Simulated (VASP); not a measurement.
# Mg2Ge (Fm-3m) in VASP: further runs, part 2 of 2

VASP 6.6.1. Earlier steps stand in the parts before.

**5. Equation of state, PBEsol, 22.05 Å³/atom (volume scaled by 1.02)**

Input file INCAR:

```
PREC = Accurate
ENCUT = 520
EDIFF = 1E-7
ISMEAR = -1
SIGMA = 0.05
LREAL = F
LASPH = T
NELM = 60
ALGO = Normal
ISIF = 2
LWAVE = F
LCHARG = F
GGA = PS
NBANDS = 16
```

Input file KPOINTS:

```
regular mesh
0
Gamma
  7 7 7
```

Input file POSCAR:

```
Mg2Ge
1.0
    0.0000000000      3.2101198208      3.2101198208
    3.2101198208      0.0000000000      3.2101198208
    3.2101198208      3.2101198208      0.0000000000
Ge Mg
1 2
Direct
    0.0000000000      0.0000000000      0.0000000000
    0.7500000000      0.7500000000      0.7500000000
    0.2500000000      0.2500000000      0.2500000000
```

Launch:

```sh
> cat potpaw_PBE.64/Ge_d/POTCAR potpaw_PBE.64/Mg/POTCAR > POTCAR
> mpirun -np 1 vasp_std > vasp.out
```

Wall time 13 s (1 thread of Intel Xeon 6975P-C (Granite Rapids), shared host); peak memory 0.2 GiB.

Results (log left out):

- Free energy: -9.2270 eV
- Pressure: -1.5 GPa
- Band gap on the k mesh: 0.24 eV, indirect (least direct gap 0.89 eV)

Caveat: the PAW data sets were made with another functional, which shifts forces and pressure a little; an odd mesh through Γ misses points on the zone boundary, where band edges often lie.

**6. Equation of state, PBEsol, 22.49 Å³/atom (volume scaled by 1.04)**

INCAR is that of step 5.

KPOINTS is that of step 5.

Input file POSCAR:

```
Mg2Ge
1.0
    0.0000000000      3.2309653388      3.2309653388
    3.2309653388      0.0000000000      3.2309653388
    3.2309653388      3.2309653388      0.0000000000
Ge Mg
1 2
Direct
    0.0000000000      0.0000000000      0.0000000000
    0.7500000000      0.7500000000      0.7500000000
    0.2500000000      0.2500000000      0.2500000000
```

Potentials or basis: VASP PAW PBE potentials, release 64 (Ge_d, Mg).

Launch:

```sh
> cat potpaw_PBE.64/Ge_d/POTCAR potpaw_PBE.64/Mg/POTCAR > POTCAR
> mpirun -np 1 vasp_std > vasp.out
```

Run time: 13 s. Hardware: 1 thread of Intel Xeon 6975P-C (Granite Rapids), shared host; peak memory 0.21 GiB.

Results (log left out):

```yaml
Free_energy: -9.2118 eV
Pressure: -2.3 GPa
Band_gap_on_the_k_mesh: 0.25 eV, indirect (least direct gap 0.78 eV)
```

Caveat: the PAW data sets were made with another functional, which shifts forces and pressure a little; an odd mesh through Γ misses points on the zone boundary, where band edges often lie.

**7. Equation of state, PBEsol, 22.92 Å³/atom (volume scaled by 1.06)**

INCAR is that of step 6.

KPOINTS is that of step 6.

Input file POSCAR:

```
Mg2Ge
1.0
    0.0000000000      3.2515452907      3.2515452907
    3.2515452907      0.0000000000      3.2515452907
    3.2515452907      3.2515452907      0.0000000000
Ge Mg
1 2
Direct
    0.0000000000      0.0000000000      0.0000000000
    0.7500000000      0.7500000000      0.7500000000
    0.2500000000      0.2500000000      0.2500000000
```

Launch:

```sh
> cat potpaw_PBE.64/Ge_d/POTCAR potpaw_PBE.64/Mg/POTCAR > POTCAR
> mpirun -np 1 vasp_std > vasp.out
```

Wall time 13 s (1 thread of Intel Xeon 6975P-C (Granite Rapids), shared host); peak memory 0.2 GiB.

The run converged. Its results:

| Quantity | Value |
| --- | --- |
| Free energy | -9.1899 eV |
| Pressure | -3.1 GPa |
| Band gap on the k mesh | 0.27 eV, indirect (least direct gap 0.68 eV) |

Caveat: the PAW data sets were made with another functional, which shifts forces and pressure a little; an odd mesh through Γ misses points on the zone boundary, where band edges often lie.

**8. Equation of state, PBEsol**

No new run: the results of the series are fitted here.

What came out:

| Quantity | Value |
| --- | --- |
| Equilibrium volume | 21.44 Å³/atom |
| Bulk modulus | 53 GPa |
| Pressure derivative of the bulk modulus | 4.1 |

Energy against volume, from the lowest point:
| volume (Å³/atom) | energy (meV/atom) |
| --- | --- |
| 20.324 | 10.28 |
| 20.756 | 3.55 |
| 21.188 | 0.23 |
| 21.621 | 0.00 |
| 22.053 | 2.55 |
| 22.486 | 7.62 |
| 22.918 | 14.94 |

Caveat: the PAW data sets were made with another functional, which shifts forces and pressure a little.

**9. Equation of state, PBE, 20.32 Å³/atom (volume scaled by 0.94)**

Input file INCAR:

```
SYSTEM = Mg2Ge
PREC = Accurate ; ENCUT = 520
EDIFF = 1E-7 ; ISMEAR = -1
SIGMA = 0.05 ; LREAL = .FALSE.
LASPH = .TRUE. ; NELM = 80
ALGO = Normal ; ISIF = 2
LWAVE = .FALSE. ; LCHARG = .FALSE.
GGA = PE ; NBANDS = 16
```

Input file KPOINTS:

```
regular mesh
0
G
  7 7 7
  0 0 0
```

Input file POSCAR:

```
Mg2Ge
1.0
    0.0000000000      3.1239001007      3.1239001007
    3.1239001007      0.0000000000      3.1239001007
    3.1239001007      3.1239001007      0.0000000000
Ge Mg
1 2
Direct
    0.0000000000      0.0000000000      0.0000000000
    0.7500000000      0.7500000000      0.7500000000
    0.2500000000      0.2500000000      0.2500000000
```

Potentials or basis: VASP PAW PBE potentials, release 64 (Ge_d, Mg).

Launch:

```sh
> cat potpaw_PBE.64/Ge_d/POTCAR potpaw_PBE.64/Mg/POTCAR > POTCAR
> mpirun -np 1 vasp_std > vasp.out
```

Run time: 25 s. Hardware: 1 thread of Intel Xeon Platinum 8488C (Sapphire Rapids), shared host; peak memory 0.21 GiB.

The run converged. Its results:

| Property | Result |
| --- | --- |
| Free energy | -8.2831 eV |
| Pressure | 4.7 GPa |
| Band gap on the k mesh | 0.23 eV, indirect (least direct gap 1.41 eV) |

Caveat: an odd mesh through Γ misses points on the zone boundary, where band edges often lie.

**10. Equation of state, PBE, 20.76 Å³/atom (volume scaled by 0.96)**

Input file INCAR:

```
PREC = Accurate
ENCUT = 520
EDIFF = 1E-7
ISMEAR = -1
SIGMA = 0.05
LREAL = F
LASPH = T
NELM = 60
ALGO = Normal
ISIF = 2
LWAVE = F
LCHARG = F
GGA = PE
NBANDS = 16
```

Input file KPOINTS:

```
Automatic mesh
0
Gamma
  7 7 7
```

Input file POSCAR:

```
Mg2Ge
1.0
    0.0000000000      3.1459001220      3.1459001220
    3.1459001220      0.0000000000      3.1459001220
    3.1459001220      3.1459001220      0.0000000000
Ge Mg
1 2
Direct
    0.0000000000      0.0000000000      0.0000000000
    0.7500000000      0.7500000000      0.7500000000
    0.2500000000      0.2500000000      0.2500000000
```

Launch:

```sh
> cat potpaw_PBE.64/Ge_d/POTCAR potpaw_PBE.64/Mg/POTCAR > POTCAR
> mpirun -np 1 vasp_std > vasp.out
```

It took 24 s on 1 thread of Intel Xeon Platinum 8488C (Sapphire Rapids), shared host; peak memory 0.2 GiB.

It converged, with:

| Property | Result |
| --- | --- |
| Free energy | -8.3153 eV |
| Pressure | 3.3 GPa |
| Band gap on the k mesh | 0.24 eV, indirect (least direct gap 1.29 eV) |

Caveat: an odd mesh through Γ misses points on the zone boundary, where band edges often lie.

**11. Equation of state, PBE, 21.19 Å³/atom (volume scaled by 0.98)**

Input file INCAR:

```
SYSTEM = Mg2Ge
  PREC = Accurate
  ENCUT = 520
  EDIFF = 1E-7
  ISMEAR = -1
  SIGMA = 0.05
  LREAL = .FALSE.
  LASPH = .TRUE.
  NELM = 100
  ALGO = Normal
  ISIF = 2
  LWAVE = .FALSE.
  LCHARG = .FALSE.
  GGA = PE
  NBANDS = 16
```

Input file KPOINTS:

```
Automatic mesh
0
G
  7 7 7
  0 0 0
```

Input file POSCAR:

```
Mg2Ge
1.0
    0.0000000000      3.1675966705      3.1675966705
    3.1675966705      0.0000000000      3.1675966705
    3.1675966705      3.1675966705      0.0000000000
Ge Mg
1 2
Direct
    0.0000000000      0.0000000000      0.0000000000
    0.7500000000      0.7500000000      0.7500000000
    0.2500000000      0.2500000000      0.2500000000
```

Launch:

```sh
> cat potpaw_PBE.64/Ge_d/POTCAR potpaw_PBE.64/Mg/POTCAR > POTCAR
> mpirun -np 1 vasp_std > vasp.out
```

It took 21 s on 1 thread of Intel Xeon Platinum 8488C (Sapphire Rapids), shared host; peak memory 0.21 GiB.

The run converged. Its results:

```yaml
Free_energy: -8.3368 eV
Pressure: 2.0 GPa
Band_gap_on_the_k_mesh: 0.26 eV, indirect (least direct gap 1.17 eV)
```

Caveat: an odd mesh through Γ misses points on the zone boundary, where band edges often lie.

**12. Equation of state, PBE, 22.05 Å³/atom (volume scaled by 1.02)**

Input file INCAR:

```
ALGO     = Normal         # electronic algorithm
EDIFF    = 1E-7           # SCF threshold, eV
ENCUT    = 520            # plane-wave cutoff, eV
GGA      = PE             # functional
ISIF     = 2              # what is computed and relaxed
ISMEAR   = -1             # smearing method
LASPH    = T              # aspherical terms in the spheres
LCHARG   = F              # write CHGCAR
LREAL    = F              # projectors in reciprocal space
LWAVE    = F              # write WAVECAR
NBANDS   = 16             # bands
NELM     = 80             # most SCF steps
PREC     = Accurate       # precision mode
SIGMA    = 0.05           # smearing width, eV
```

Input file KPOINTS:

```
k-points
0
Gamma
  7 7 7
```

Input file POSCAR:

```
Mg2Ge
1.0
    0.0000000000      3.2101198208      3.2101198208
    3.2101198208      0.0000000000      3.2101198208
    3.2101198208      3.2101198208      0.0000000000
Ge Mg
1 2
Direct
    0.0000000000      0.0000000000      0.0000000000
    0.7500000000      0.7500000000      0.7500000000
    0.2500000000      0.2500000000      0.2500000000
```

Potentials or basis: VASP PAW PBE potentials, release 64 (Ge_d, Mg).

Launch:

```sh
> cat potpaw_PBE.64/Ge_d/POTCAR potpaw_PBE.64/Mg/POTCAR > POTCAR
> mpirun -np 1 vasp_std > vasp.out
```

It took 22 s on 1 thread of Intel Xeon Platinum 8488C (Sapphire Rapids), shared host; peak memory 0.21 GiB.

Results (log left out):

| Property | Result |
| --- | --- |
| Free energy | -8.3516 eV |
| Pressure | -0.2 GPa |
| Band gap on the k mesh | 0.29 eV, indirect (least direct gap 0.94 eV) |

Caveat: an odd mesh through Γ misses points on the zone boundary, where band edges often lie.

**13. Equation of state, PBE, 22.49 Å³/atom (volume scaled by 1.04)**

Input file INCAR:

```
PREC     = Accurate       # precision mode
ENCUT    = 520            # plane-wave cutoff, eV
EDIFF    = 1E-7           # SCF threshold, eV
ISMEAR   = -1             # smearing method
SIGMA    = 0.05           # smearing width, eV
LREAL    = False          # projectors in reciprocal space
LASPH    = True           # aspherical terms in the spheres
NELM     = 100            # most SCF steps
ALGO     = Normal         # electronic algorithm
ISIF     = 2              # what is computed and relaxed
LWAVE    = False          # write WAVECAR
LCHARG   = False          # write CHGCAR
GGA      = PE             # functional
NBANDS   = 16             # bands
```

Input file KPOINTS:

```
Automatic mesh
0
Gamma
  7 7 7
```

Input file POSCAR:

```
Mg2Ge
1.0
    0.0000000000      3.2309653388      3.2309653388
    3.2309653388      0.0000000000      3.2309653388
    3.2309653388      3.2309653388      0.0000000000
Ge Mg
1 2
Direct
    0.0000000000      0.0000000000      0.0000000000
    0.7500000000      0.7500000000      0.7500000000
    0.2500000000      0.2500000000      0.2500000000
```

Launch:

```sh
> cat potpaw_PBE.64/Ge_d/POTCAR potpaw_PBE.64/Mg/POTCAR > POTCAR
> mpirun -np 1 vasp_std > vasp.out
```

Wall time 24 s (1 thread of Intel Xeon Platinum 8488C (Sapphire Rapids), shared host); peak memory 0.21 GiB.

Results (log left out):

```
Free energy            : -8.3467 eV
Pressure               : -1.1 GPa
Band gap on the k mesh : 0.31 eV, indirect (least direct gap 0.84 eV)
```

Caveat: an odd mesh through Γ misses points on the zone boundary, where band edges often lie.

**14. Equation of state, PBE, 22.92 Å³/atom (volume scaled by 1.06)**

Input file INCAR:

```
PREC = Accurate ; ENCUT = 520
EDIFF = 1E-7 ; ISMEAR = -1
SIGMA = 0.05 ; LREAL = F
LASPH = T ; NELM = 100
ALGO = Normal ; ISIF = 2
LWAVE = F ; LCHARG = F
GGA = PE ; NBANDS = 16
```

KPOINTS is that of step 13.

Input file POSCAR:

```
Mg2Ge
1.0
    0.0000000000      3.2515452907      3.2515452907
    3.2515452907      0.0000000000      3.2515452907
    3.2515452907      3.2515452907      0.0000000000
Ge Mg
1 2
Direct
    0.0000000000      0.0000000000      0.0000000000
    0.7500000000      0.7500000000      0.7500000000
    0.2500000000      0.2500000000      0.2500000000
```

Launch:

```sh
> cat potpaw_PBE.64/Ge_d/POTCAR potpaw_PBE.64/Mg/POTCAR > POTCAR
> mpirun -np 1 vasp_std > vasp.out
```

Wall time 22 s (1 thread of Intel Xeon Platinum 8488C (Sapphire Rapids), shared host); peak memory 0.2 GiB.

Results (log left out):

| Quantity | Value |
| --- | --- |
| Free energy | -8.3347 eV |
| Pressure | -1.9 GPa |
| Band gap on the k mesh | 0.32 eV, indirect (least direct gap 0.73 eV) |

Caveat: an odd mesh through Γ misses points on the zone boundary, where band edges often lie.

**15. Equation of state, PBE**

Potentials or basis: VASP PAW PBE potentials, release 64 (Ge_d, Mg).

No new run: the results of the series are fitted here.

What came out:

```
Equilibrium volume                      : 22.00 Å³/atom
Bulk modulus                            : 50 GPa
Pressure derivative of the bulk modulus : 4.1
```

Energy against volume, from the lowest point:
```tsv
volume (Å³/atom)	energy (meV/atom)
20.324	22.85
20.756	12.11
21.188	4.94
21.621	1.01
22.053	0.00
22.486	1.63
22.918	5.65
```
